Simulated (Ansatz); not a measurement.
SiNi2:

```
CELL_PARAMETERS angstrom
3.83600 0.00000 0.00000
-1.91800 3.32207 0.00000
0.00000 0.00000 4.94800
ATOMIC_POSITIONS crystal
Ni 0.66667 0.33333 0.75000
Ni 0.33333 0.66667 0.25000
Ni 0.00000 0.00000 0.50000
Ni 0.00000 0.00000 0.00000
Si 0.66667 0.33333 0.25000
Si 0.33333 0.66667 0.75000
```

* Program: Ansatz 0.2.0
* Task: relaxation of cell and atoms
* Functional: revPBE
* Dispersion: D4
* Potentials or basis: Ansatz PAW
* Cutoff: 420 eV (not typed: the program's choice for these potentials)
* k mesh: 8 × 8 × 6
* Occupations: fermi-dirac, width 0.05 eV
* Spin: collinear spin, ferromagnetic start
* Starting moments: [1.0, 1.0, 1.0, 1.0, 0.0, 0.0] μB

At the start: volume 10.51 Å³/atom.

Task: Where does the relaxation end?

Result: It ends after 5 steps and the volume is 10.55 Å³/atom (+0.4 %); space group P6_3/mmc (No. 194, to 0.05 Å); moment 0.00 μB per cell.

Step by step:
| step | energy change (eV) | largest force (eV/Å) | volume (Å³) |
| --- | --- | --- | --- |
| 1 | 0.0000 | 0.0000 | 63.05 |
| 2 | -0.0082 | 0.0000 | 63.18 |
| 3 | -0.0128 | 0.0000 | 63.23 |
| 4 | -0.0128 | 0.0000 | 63.29 |
| 5 | -0.0130 | 0.0000 | 63.29 |

Final structure:
```cif
data_structure
_symmetry_space_group_name_H-M 'P 1'
_symmetry_Int_Tables_number 1
_cell_length_a 3.8631
_cell_length_b 3.8631
_cell_length_c 4.8969
_cell_angle_alpha 90.000
_cell_angle_beta 90.000
_cell_angle_gamma 120.000
_cell_volume 63.29
loop_
_atom_site_label
_atom_site_type_symbol
_atom_site_fract_x
_atom_site_fract_y
_atom_site_fract_z
_atom_site_occupancy
Ni1 Ni 0.66667 0.33333 0.75000 1
Ni2 Ni 0.33333 0.66667 0.25000 1
Ni3 Ni 0.00000 0.00000 0.50000 1
Ni4 Ni 0.00000 0.00000 0.00000 1
Si1 Si 0.66667 0.33333 0.25000 1
Si2 Si 0.33333 0.66667 0.75000 1
```

Caveat: the plane-wave basis is chosen anew once the cell has moved, so the energies of steps on either side of that aren't comparable; pairwise dispersion overbinds metals, which lowers pressure and volume; the PAW data sets come from PBE, with cores solved anew for the run's functional, which leaves a small shift of forces and pressure; the starting moments weren't kept.
